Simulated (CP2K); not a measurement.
Runs of CP2K 2026.2 on SnO2 (Cassiterite). It takes space group P4_2/mnm (No. 136, tetragonal). Conventional cell: a = 4.738 Å, b = 4.738 Å, c = 3.187 Å, α = 90.00°, β = 90.00°, γ = 90.00°. Sn (site symmetry mmm) has 6 O at 2.05 to 2.06 Å as nearest neighbours. O (site symmetry m2m) has 3 Sn at 2.05 to 2.06 Å as nearest neighbours. 

| task | level | potentials or basis | cell | smearing | NGRIDS | EXTRAPOLATION | optimiser | most steps | KEEP_SPACE_GROUP | gap on the mesh (eV) | pressure (GPa) | relaxed volume (Å³/atom) | largest force (eV/Å) |
| --- | --- | --- | --- | --- | --- | --- | --- | --- | --- | --- | --- | --- | --- |
| relaxation of cell and atoms | BLYP+D3(BJ) | GTH_POTENTIALS Sn GTH-PBE-q4, O GTH-BLYP-q6; TZVP-MOLOPT-PBE-GTH basis | relaxed | fermi-dirac 0.05 eV | 4 | USE_PREV_P | BFGS | 40 | yes | 0.86 | 0.0 | 12.43 | - |
| single point | LDA | GTH_POTENTIALS Sn GTH-PADE-q4, O GTH-PADE-q6; TZVP-MOLOPT-PBE-GTH basis | as given | gaussian 0.1 eV | 4 | - | - | - | - | 0.92 | -2.8 | - | 0.04 |
| relaxation of cell and atoms | BLYP+D4 | GTH_POTENTIALS Sn GTH-PBE-q4, O GTH-BLYP-q6; TZVP-MOLOPT-PBE-GTH basis | relaxed | fermi-dirac 0.05 eV | 4 | USE_PREV_P | BFGS | 40 | yes | (c) | 0.0 | 12.40 | - |
| single point | PBE | POTENTIAL_UZH Sn GTH-PBE-q4, O GTH-PBE-q6; TZVP-MOLOPT-PBE-GTH basis | as given | gaussian 0.05 eV | 4 | - | - | - | - | 1.09 | (a) | - | 0.30 |
| atomic charges | PBEsol | POTENTIAL_UZH Sn GTH-PBE-q4, O GTH-PBE-q6; TZVP-MOLOPT-PBE-GTH basis | as given | fermi-dirac 0.1 eV | 5 | - | - | - | - | 1.02 | (b) | - | 0.29 |

Alike in all rows: no spin polarisation; k mesh 6 × 6 × 8.

Question: Fill in the values left out.

Answer: (a) 14.2; (b) 12.8; (c) 0.88.

Caveats: spin-orbit coupling is left out, which moves the levels of the heavy elements; the basis of atomic orbitals isn't converged, which shifts pressures, moduli and gaps; the potentials were made for another functional, which shifts forces and pressure (some runs).

A k mesh can miss the band edges, and the runs leave out spin-orbit coupling on Sn.
